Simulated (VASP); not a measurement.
# BaTiO3 (R3m) in VASP: a series of runs

One crystal, BaTiO3, is run at these levels: r2SCAN; tasks: relaxation of cell and atoms, relaxation of shape and atoms at fixed volume.

Program: VASP 6.6.1. These are calculated values, not measurements. Logs are shortened: lines on timing, memory, paths and dates and some standing lists are left out, and cuts for length are marked.

### Step 1. The structure

Symmetry: R3m, No. 160, trigonal system. Conventional cell: a = 5.655 Å, b = 5.655 Å, c = 6.955 Å, α = 90.00°, β = 90.00°, γ = 120.00°. Ba (site symmetry 3m) is surrounded by 12 O at 2.79 to 2.89 Å. Ti (site symmetry 3m) is surrounded by 6 O at 1.87 to 2.14 Å. Around O (site symmetry m) lie 2 Ti at 1.87 to 2.14 Å.

### Step 2. Relaxation of cell and atoms, r2SCAN

INCAR

```
SYSTEM = BaTiO3
ALGO     = Normal         ! electronic algorithm
EDIFF    = 1E-6           ! SCF threshold, eV
EDIFFG   = -0.01          ! ionic threshold
ENCUT    = 600            ! plane-wave cutoff, eV
IBRION   = 2              ! ionic algorithm
ISIF     = 3              ! what is computed and relaxed
ISMEAR   = 0              ! smearing method
KPAR     = 2            
LASPH    = .TRUE.         ! aspherical terms in the spheres
LCHARG   = .FALSE.        ! write CHGCAR
LMIXTAU  = .TRUE.       
LREAL    = .FALSE.        ! projectors in reciprocal space
LWAVE    = .FALSE.        ! write WAVECAR
METAGGA  = R2SCAN         ! meta-GGA
NELM     = 80             ! most SCF steps
NSW      = 90             ! ionic steps
PREC     = Accurate       ! precision mode
SIGMA    = 0.03           ! smearing width, eV
```

KPOINTS

```
k-points
0
G
  9 9 7
  0 0 0
```

POSCAR

```
BaTiO3
1.0
    2.8273666084      1.6323808724      2.3183934932
   -2.8273666084      1.6323808724      2.3183934932
    0.0000000000     -3.2647617449      2.3183934932
Ba Ti O
1 1 3
Direct
    0.0000000000      0.0000000000      0.0000000000
    0.4845000000      0.4845000000      0.4845000000
    0.5086000000      0.5086000000      0.0175000000
    0.0175000000      0.5086000000      0.5086000000
    0.5086000000      0.0175000000      0.5086000000
```

Potentials or basis: VASP PAW PBE potentials, release 64 (Ba_sv, Ti_sv, O).

Launch:

```
> cat potpaw_PBE.64/Ba_sv/POTCAR potpaw_PBE.64/Ti_sv/POTCAR potpaw_PBE.64/O/POTCAR > POTCAR
> mpirun -np 2 vasp_std > vasp.out
```

OUTCAR:

```text
SYSTEM = BaTiO3
   EDIFF = 1E-6
   EDIFFG = -0.01
   ENCUT = 600
   IBRION = 2
   ISIF = 3
   ISMEAR = 0
   LASPH = .TRUE.
   LREAL = .FALSE.
   METAGGA = R2SCAN
   NELM = 80
   NSW = 90
   PREC = Accurate

 ion  position               nearest neighbor table
   1  0.000  0.000  0.000-   3 2.79   4 2.79   5 2.79   4 2.83   5 2.83   5 2.83   4 2.83   3 2.83
                             3 2.83   3 2.89   4 2.89   5 2.89   2 3.37   2 3.43   2 3.43   2 3.43
   2  0.484  0.484  0.484-   4 1.87   5 1.87   3 1.87   5 2.14   4 2.14   3 2.14   1 3.37   1 3.43
                             1 3.43   1 3.43   1 3.50   1 3.50   1 3.50   1 3.59
   3  0.509  0.509  0.017-   2 1.87   2 2.14   1 2.79   1 2.83   1 2.83   1 2.89
   4  0.017  0.509  0.509-   2 1.87   2 2.14   1 2.79   1 2.83   1 2.83   1 2.89
   5  0.509  0.017  0.509-   2 1.87   2 2.14   1 2.79   1 2.83   1 2.83   1 2.89

  LATTYP: Found a trigonal (rhomboedric) cell.
 ALAT       =     4.0042000000
 COS(alpha) =     0.0028448828

  Lattice vectors:

 A1 = (   2.8273666084,   1.6323808724,   2.3183934932)
 A2 = (  -2.8273666084,   1.6323808724,   2.3183934932)
 A3 = (   0.0000000000,  -3.2647617449,   2.3183934932)

Analysis of symmetry for initial positions (statically):
=====================================================================
 Subroutine PRICEL returns:
 Original cell was already a primitive cell.

 Routine SETGRP: Setting up the symmetry group for a
 trigonal (rhombohedral) supercell.

 Subroutine GETGRP returns: Found  6 space group operations
 (whereof  6 operations were pure point group operations)
 out of a pool of 12 trial point group operations.

The static configuration has the point symmetry C_3v.

Analysis of symmetry for dynamics (positions and initial velocities):
=====================================================================
 Subroutine PRICEL returns:
 Original cell was already a primitive cell.

 Routine SETGRP: Setting up the symmetry group for a
 trigonal (rhombohedral) supercell.

 Subroutine GETGRP returns: Found  6 space group operations
 (whereof  6 operations were pure point group operations)
 out of a pool of 12 trial point group operations.

The dynamic configuration has the point symmetry C_3v.

 Subroutine INISYM returns: Found  6 space group operations
 (whereof  6 operations are pure point group operations),
 and found     1 'primitive' translations

----------------------------------------------------------------------------------------

                                     Primitive cell

  volume of cell :      64.2010

  direct lattice vectors                    reciprocal lattice vectors
     2.827366608  1.632380872  2.318393493     0.176843002  0.102100355  0.143777721
    -2.827366608  1.632380872  2.318393493    -0.176843002  0.102100355  0.143777721
     0.000000000 -3.264761745  2.318393493     0.000000000 -0.204200710  0.143777721

  length of vectors
     4.004200000  4.004200000  4.004200000     0.249739791  0.249739791  0.249739791

  position of ions in fractional coordinates (direct lattice)
     0.000000000  0.000000000  0.000000000
     0.484500000  0.484500000  0.484500000
     0.508600000  0.508600000  0.017500000
     0.017500000  0.508600000  0.508600000
     0.508600000  0.017500000  0.508600000

  ion indices of the primitive-cell ions
   primitive index   ion index
                 1           1
                 2           2
                 3           3
                 4           4
                 5           5

----------------------------------------------------------------------------------------

 KPOINTS: k-points

Automatic generation of k-mesh.
 Grid dimensions read from file:
 generate k-points for:    9    9    7

 Generating k-lattice:

  Cartesian coordinates                     Fractional coordinates (reciprocal lattice)
     0.019649222  0.011344484  0.015975302     0.111111111  0.000000000  0.000000000
    -0.019649222  0.011344484  0.015975302     0.000000000  0.111111111  0.000000000
     0.000000000 -0.029171530  0.020539674     0.000000000  0.000000000  0.142857143

  Length of vectors
     0.027748866  0.027748866  0.035677113

  Shift w.r.t. Gamma in fractional coordinates (k-lattice)
     0.000000000  0.000000000  0.000000000

 -----------------------------------------------------------------------------
[... 20 lines left out ...]

 Subroutine IBZKPT returns following result:
 ===========================================

 Found    160 irreducible k-points:

 Following reciprocal coordinates:
            Coordinates               Weight
  0.000000  0.000000  0.000000      1.000000
  0.111111  0.000000  0.000000      4.000000
  0.222222 -0.000000  0.000000      4.000000
  0.333333 -0.000000  0.000000      4.000000
  0.444444 -0.000000  0.000000      4.000000
  0.111111  0.111111  0.000000      2.000000
[... 16 lines left out ...]
 -0.333333  0.333333  0.000000      2.000000
  0.444444  0.444444  0.000000      2.000000
 [... further k-points ...]
   k-points           NKPTS =    160   k-points in BZ     NKDIM =    160   number of bands    NBANDS=     24
   number of dos      NEDOS =    301   number of ions     NIONS =      5
   total plane-waves  NPLWV =  32768
   dimension x,y,z NGX =    32 NGY =   32 NGZ =   32
   dimension x,y,z NGXF=    64 NGYF=   64 NGZF=   64
   ions per type =               1   1   3
   NGX,Y,Z   is equivalent  to a cutoff of  13.29, 13.29, 13.29 a.u.
   NGXF,Y,Z  is equivalent  to a cutoff of  26.57, 26.57, 26.57 a.u.
 SYSTEM =  BaTiO3
   PREC   = accura    normal or accurate (medium, high low for compatibility)
   ISTART =      0    job   : 0-new  1-cont  2-samecut
   ICHARG =      2    charge: 1-file 2-atom 10-const
   ISPIN  =      1    spin polarized calculation?
   LNONCOLLINEAR =      F non collinear calculations
   LSORBIT =      F    spin-orbit coupling
   LASPH  =      T    aspherical Exc in radial PAW
   ENCUT  =  600.0 eV  44.10 Ry    6.64 a.u.   8.00  8.00  8.00*2*pi/ulx,y,z
   NELM   =     80;   NELMIN=  2; NELMDL= -5     # of ELM steps
   EDIFF  = 0.1E-05   stopping-criterion for ELM
   LREAL  =      F    real-space projection
   EDIFFG = -.1E-01   stopping-criterion for IOM
   NSW    =     90    number of steps for IOM
   IBRION =      2    ionic relax: 0-MD 1-quasi-New 2-CG
   NFREE  =      1    steps in history (QN), initial steepest desc. (CG)
   ISIF   =      3    stress and relaxation
   ISYM   =      2    0-nonsym 1-usesym 2-fastsym
   POTIM  = 0.5000    time-step for ionic-motion
   TEBEG  =    0.0;   TEEND  =   0.0 temperature during run
   PSTRESS=    0.0 pullay stress
   NELECT =      40.0000    total number of electrons
   NUPDOWN=      -1.0000    fix difference up-down
   EMIN   =  10.00;   EMAX   =-10.00  energy-range for DOS
   EFERMI =   0.00;   METHOD = LEGACY
   ISMEAR =     0;   SIGMA  =   0.03  broadening in eV -4-tet -1-fermi 0-gaus
   EFERMI_NEDOS =   21; number of points for ismear=-14 and -15
   IALGO  =     38    algorithm
   IMIX   =      4    mixing-type and parameters
     AMIX     =   0.40;   BMIX     =  1.00
     AMIX_MAG =   1.60;   BMIX_MAG =  1.00
  volume/ion in A,a.u.               =      12.84        86.65
  Fermi-wavevector in a.u.,A,eV,Ry     =   1.398237  2.642285 26.600301  1.955067
  Thomas-Fermi vector in A             =   2.521415
   LORBIT       =      0    0 simple, 1 ext, 2 COOP (PROOUT), +10 PAW based schemes
   METAGGA = R2SCAN    functional components
   LHFCALC =     F    Hartree Fock is set to
   AEXX    =    0.0000 exact exchange contribution
   IVDW    =     0    specifies the selected vdW correction
   LEPSILON=     F    determine dielectric tensor
   LRPA    =     F    only Hartree local field effects (RPA)
 conjugate gradient relaxation of ions
 non-spin polarized calculation
 Gauss-broadening in eV      SIGMA  =   0.03
  energy-cutoff  :      600.00
  volume of cell :       64.20
 maximum number of plane-waves:      2184
   NGX = 15   NGY = 15   NGZ = 15

--------------------------------------- Ionic step        1  -------------------------------------------

 number of electron      39.9999996 magnetization

 Free energy of the ion-electron system (eV)
  ---------------------------------------------------
  ext. energy  EPLUGINS =         0.00000000
  ---------------------------------------------------
  free energy    TOTEN  =       -74.26228344 eV

  energy without entropy =      -74.26228344  energy(sigma->0) =      -74.26228344

------------------------ aborting loop because EDIFF is reached ----------------------------------------

  FORCE on cell =-STRESS in cart. coord.  units (eV):
  Direction    XX          YY          ZZ          XY          YZ          ZX
  --------------------------------------------------------------------------------------
  -------------------------------------------------------------------------------------
  Total        1.5192968      1.5192968      1.4437825      0.0000000     -0.0000000      0.0000000
  in kB       37.9150120     37.9150120     36.0305029      0.0000000     -0.0000000      0.0000000
  external PRESSURE =      37.2868423 kB  Pullay stress =       0.0000000 kB
[... 98 lines left out ...]
  FREE ENERGIE OF THE ION-ELECTRON SYSTEM (eV)
  ---------------------------------------------------
  free  energy   TOTEN  =       -74.2777901398 eV

  energy  without entropy=      -74.2777901398  energy(sigma->0) =      -74.27779014

[... ionic steps 4 to 10 ...]

--------------------------------------- Ionic step       11  -------------------------------------------

 number of electron      39.9999998 magnetization

------------------------ aborting loop because EDIFF is reached ----------------------------------------
[... 73 lines left out ...]
--------------------------------------- Ionic step       13  -------------------------------------------

 number of electron      39.9999998 magnetization

 Free energy of the ion-electron system (eV)
  ---------------------------------------------------
  ext. energy  EPLUGINS =         0.00000000
  ---------------------------------------------------
  free energy    TOTEN  =       -74.27927926 eV

  energy without entropy =      -74.27927926  energy(sigma->0) =      -74.27927926

 E-fermi :   3.4878     XC(G=0): -11.7620

 val. band max:        3.2415633219   @ k =   0.4444   0.4444   0.4286
 cond. band min:       6.0466572734   @ k =   0.0000   0.0000   0.0000
 fundamental gap:      2.8050939515
 Fermi energy:         3.4878392014

 k-point     1 :       0.0000    0.0000    0.0000
  band No.  band energies     occupation
      1     -55.3018      2.00000
      2     -30.4944      2.00000
      3     -30.4931      2.00000
      4     -30.4931      2.00000
      5     -22.2320      2.00000
      6     -14.4590      2.00000
[... 637 lines left out ...]
     23       7.7389      0.00000
     24       8.5514      0.00000

 [... further k-points ...]
[... 5 lines left out ...]
  --------------------------------------------------------------------------------------
  -------------------------------------------------------------------------------------
  Total       -0.0040153     -0.0040153      0.0485249      0.0000000     -0.0000000     -0.0000000
  in kB       -0.0979537     -0.0979537      1.1837668      0.0000000     -0.0000000     -0.0000000
  external PRESSURE =       0.3292865 kB  Pullay stress =       0.0000000 kB
[... 20 lines left out ...]
  FREE ENERGIE OF THE ION-ELECTRON SYSTEM (eV)
  ---------------------------------------------------
  free  energy   TOTEN  =       -74.2792792558 eV

  energy  without entropy=      -74.2792792558  energy(sigma->0) =      -74.27927926

 reached required accuracy - stopping structural energy minimisation
```

Run time: 15 min. Hardware: 2 MPI ranks of Intel Xeon 6975P-C (Granite Rapids), shared host; peak memory 0.44 GiB.

Results:

| Quantity | Value |
| --- | --- |
| Free energy | -74.2793 eV |
| Relaxed volume | 13.14 Å³/atom |
| Relaxed cell | a = 4.035 Å, b = 4.035 Å, c = 4.035 Å, α = 89.84°, β = 89.84°, γ = 89.84° |
| Space group after relaxing (to 0.05 Å) | R3m (No. 160) |
| Energy gained by relaxing | 3.4 meV/atom |
| Ionic steps | 13 |
| Pressure after relaxing | 0.0 GPa |
| Largest force after relaxing | 0.005 eV/Å |
| Band gap on the k mesh | 2.81 eV, indirect (least direct gap 3.21 eV) |

Forces in eV/Å, atoms in the order of the input:
```
Ba   0.000  0.000  0.002
Ti   0.000  0.000 -0.003
O    0.000  0.005  0.000
O   -0.004 -0.002  0.000
O    0.004 -0.002  0.000
```

The path:
```
step  energy change (eV)  largest force (eV/Å)  pressure (GPa)  volume (Å³)
   1              0.0000                0.2545            3.73        64.20
   2              0.0082                0.3038           -4.19        67.02
   3             -0.0155                0.0903            0.03        65.44
   4             -0.0155                0.0907            0.07        65.41
   5             -0.0162                0.0612            0.10        65.48
   6             -0.0166                0.0392            0.07        65.55
   7             -0.0167                0.0461            0.08        65.58
   8             -0.0169                0.0339           -0.11        65.69
   9             -0.0169                0.0241           -0.27        65.78
  10             -0.0169                0.0294           -0.18        65.73
  11             -0.0169                0.0273            0.22        65.63
  12             -0.0170                0.0052            0.05        65.67
  13             -0.0170                0.0046            0.03        65.68
```

Final structure:
```cif
data_structure
_symmetry_space_group_name_H-M 'P 1'
_symmetry_Int_Tables_number 1
_cell_length_a 4.0346
_cell_length_b 4.0346
_cell_length_c 4.0346
_cell_angle_alpha 89.841
_cell_angle_beta 89.841
_cell_angle_gamma 89.841
_cell_volume 65.68
loop_
_atom_site_label
_atom_site_type_symbol
_atom_site_fract_x
_atom_site_fract_y
_atom_site_fract_z
_atom_site_occupancy
Ba1 Ba 0.99752 0.99752 0.99752 1
Ti1 Ti 0.48434 0.48434 0.48434 1
O1 O 0.50925 0.50925 0.01884 1
O2 O 0.01884 0.50925 0.50925 1
O3 O 0.50925 0.01884 0.50925 1
```

Caveat: the PAW data sets were made with another functional, which shifts forces and pressure a little; spin-orbit coupling is left out, which moves the levels of the heavy elements; an odd mesh through Γ misses points on the zone boundary, where band edges often lie. Zero-point motion and thermal expansion aren't in these numbers.

[end of part 1 of 2]
